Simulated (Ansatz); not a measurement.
# HfN: how the settings move a single-point run

Question: which choices in the input matter for HfN?

Computed with Ansatz 0.2.0 (reference: DFT, LDA, all-electron PAW with datasets made for the crystal, scalar-relativistic, unless a step's input says otherwise).

## Step 1: The structure to begin with

It takes space group I4mm (No. 107, tetragonal). Conventional cell: a = 3.190 Å, b = 3.190 Å, c = 4.512 Å, α = 90.00°, β = 90.00°, γ = 90.00°. Hf (site symmetry 4mm) has 1 N at 1.71 Å in its first shell of neighbours. N (site symmetry 4mm) is surrounded by 1 Hf at 1.71 Å.

Structure file:

```xyz
2
Lattice="0.0000 2.2560 2.2560 2.2560 0.0000 2.2560 2.2560 2.2560 0.0000" Properties=species:S:1:pos:R:3 pbc="T T T"
Hf    0.0000    0.0000   -0.2707
N     2.2560    2.2560    2.5267
```

## Step 2: Reference

input.yaml reads:

```yaml
crystal:
  lattice:
    - [0.0, 2.256, 2.256]
    - [2.256, 0.0, 2.256]
    - [2.256, 2.256, 0.0]
  atoms:
    - { symbol: Hf, position: [-0.06, -0.06, 0.06] }
    - { symbol: "N", position: [0.56, 0.56, 0.44] }
kpoints:
  mp_grid: { grid: [9, 9, 9] }
scf:
  occupations: { method: fermi_dirac, width: 0.03 }
hamiltonian:
  xc: lda
  pseudopotentials: { kind: all_electron, datasets: crystal }
output:
  forces: true
  stress: true
  eigenvalues: true
  efg: { contact_densities: true }
```

Launch:

```bash
$ ansatz run input.yaml --threads 1 --pin off --max-ram 2048MiB --backend cpu --events-out ev --progress --plain --runs-dir out
```

## Step 3: Variant: mixing.algorithm anderson, mixing.beta 0.1

Changes to input.yaml since step 2:

```diff
@@ -12,2 +12,3 @@
   occupations: { method: fermi_dirac, width: 0.03 }
+  mixing: { algorithm: anderson, beta: 0.1 }
 hamiltonian:
```

**Question.** What will these runs give? Wanted: for each run, ending; energy change; pressure; gap; force.

The runs gave:

```csv
run,ending,energy change,pressure (GPa),gap (eV),force (eV/Å),cycles,time
reference,converged,0,38.2,0.00,10.75,9,27 s
"1: mixing.algorithm anderson, mixing.beta 0.1",converged,0.0 meV/atom,38.2,0.00,10.75,17,38 s
```

Residual by cycle in the longest SCF loop of each run; runs are numbered as in the table. The quantity is the density residual dr2, in eV.

```csv
cycle,reference,run 1
1,8.52,8.52
2,0.786,6.3
4,0.0091,0.345
5,0.00178,0.0254
7,1.5e-5,0.00422
8,8.7e-7,0.004
10,-,1.2e-4
11,-,2.4e-5
13,-,5.9e-6
14,-,2.5e-7
16,-,1.3e-7
17,-,4.0e-8
```

Same state: the changed mixing leaves the energy within 0.5 meV/atom. Cost: 17 SCF cycles against 9, 38 s against 27 s. The structure is not at rest: the sound run finds 38 GPa, so these are no properties of the relaxed crystal. 
